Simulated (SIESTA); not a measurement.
Crystal: SiC (Moissanite 6H).

```
Si C
1.0
     3.09500    0.00000    0.00000
    -1.54750    2.68035    0.00000
     0.00000    0.00000   15.17000
Si C
6 6
Direct
  0.66667 0.33333 0.45830
  0.33333 0.66667 0.95830
  0.66667 0.33333 0.79170
  0.33333 0.66667 0.29170
  0.00000 0.00000 0.62500
  0.00000 0.00000 0.12500
  0.66667 0.33333 0.33330
  0.33333 0.66667 0.83330
  0.66667 0.33333 0.66670
  0.33333 0.66667 0.16670
  0.00000 0.00000 0.50000
  0.00000 0.00000 0.00000
```

Base run:

| Property | Result |
| --- | --- |
| Program | SIESTA 5.4.2 |
| Functional | PBE |
| Potentials or basis | PseudoDojo 0.4 standard (PBE files) |
| Basis | DZP (energy shift 0.003 Ry) |
| Grid cutoff | 500 Ry |
| Energy shift | 0.003 Ry |
| k mesh | 10 × 10 × 2 |
| Occupations | fermi-dirac, width 0.05 eV |
| Spin | no spin polarisation |

Its results: band gap on the k mesh 2.02 eV, indirect (least direct gap 3.12 eV); pressure 3.1 GPa; largest force 0.139 eV/Å.

**Question.** After a change of settings the same cell gave: band gap on the k mesh 1.97 eV, indirect (least direct gap 3.08 eV); pressure -5.0 GPa; largest force 0.142 eV/Å. Which change was it?
A. basis from DZP (energy shift 0.003 Ry) to TZ (energy shift 0.002 Ry); energy shift from 0.003 Ry to 0.002 Ry
B. functional from PBE to PBEsol; potentials or basis from PseudoDojo 0.4 standard (PBE files) to PseudoDojo 0.4 standard (PBEsol files)
C. basis from DZP (energy shift 0.003 Ry) to DZP (energy shift 0.002 Ry); energy shift from 0.003 Ry to 0.002 Ry
D. functional from PBE to LDA; potentials or basis from PseudoDojo 0.4 standard (PBE files) to PseudoDojo 0.4 standard (LDA files)

**Answer.** D.

Caveats: the basis of atomic orbitals isn't converged, which shifts pressures, moduli and gaps.

Not every run made on this cell is shown here.
